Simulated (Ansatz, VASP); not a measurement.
## Mo in VASP and in Ansatz

```
Mo
1.0
     2.51648    0.00000    0.00000
    -1.25824    2.17933    0.00000
     0.00000    0.00000    2.29723
Mo
1
Direct
  0.00000 0.00000 0.00000
```

Change from the starting cell: volume scaled by 0.75, LAPW.

Alike in both runs: task single point; functional PBE; k mesh 18 × 18 × 16; occupations fermi-dirac, width 0.08 eV; no spin polarisation.

|  | VASP | Ansatz |
| --- | --- | --- |
| version | VASP 6.6.1 | Ansatz 0.2.0 |
| potentials or method | VASP PAW PBE potentials, release 64 (Mo_sv), cutoff 520 eV | all-electron LAPW, scalar-relativistic |

|  | VASP | Ansatz | Ansatz less VASP |
| --- | --- | --- | --- |
| pressure (GPa) | 109.3 | 107.1 | -2.14 |
| largest component of the traceless stress (GPa) | 1.06 | 0.02 | -1.034 |

Ansatz ran all-electron here, so the differences hold the error of VASP's frozen core and of both bases.

Caveats: the cell as given lies far from equilibrium; so large a pressure means that the cell lies far from this level's equilibrium, or that cutoff or potentials fall short (VASP).
